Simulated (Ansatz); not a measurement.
## TiSi2: how the free axis answers a strain

TiSi2, Cmcm, a = 3.517 Å, b = 13.348 Å, c = 3.556 Å. This isn't the usual stable structure of the compound. Ansatz: PBEsol, PAW, 420 eV, Γ-centred 10×4×10 mesh on 12 atoms, Gaussian smearing 0.10 eV; no spin polarisation. Series: biaxial strain in the a-b plane, c and atoms relaxed; x is the strain in per cent. y is the change of c in per cent of 3.556 Å.

| x (%) | y (%) |
| --- | --- |
| -6.0 | ? |
| -4.0 | 2.29 |
| -2.0 | 1.08 |
| 0.0 | 0.00 |
| 2.0 | -1.04 |
| 4.0 | -2.05 |
| 6.0 | -3.09 |

Question: Fit y = c1 x + c2 x² to the other rows, say what c1 measures, and predict the missing y.

Answer: Least squares on the rows shown. y = −0.5440 x + 0.005580 x². With no stress along c, c1 = −(C13 + C23)/C33 = -0.544. At x = -6.0 the fit asked for gives 3.46 %. The run gave 3.68 %, so the fit is 0.22 % too low, 3.2 % of the span of the series, against an rms of 0.03 % on the fitted rows. The row lies outside the fitted range. With a term in x³ added, a fit to the same known rows predicts 3.63 %, so most of the miss is curvature that the known rows already hold.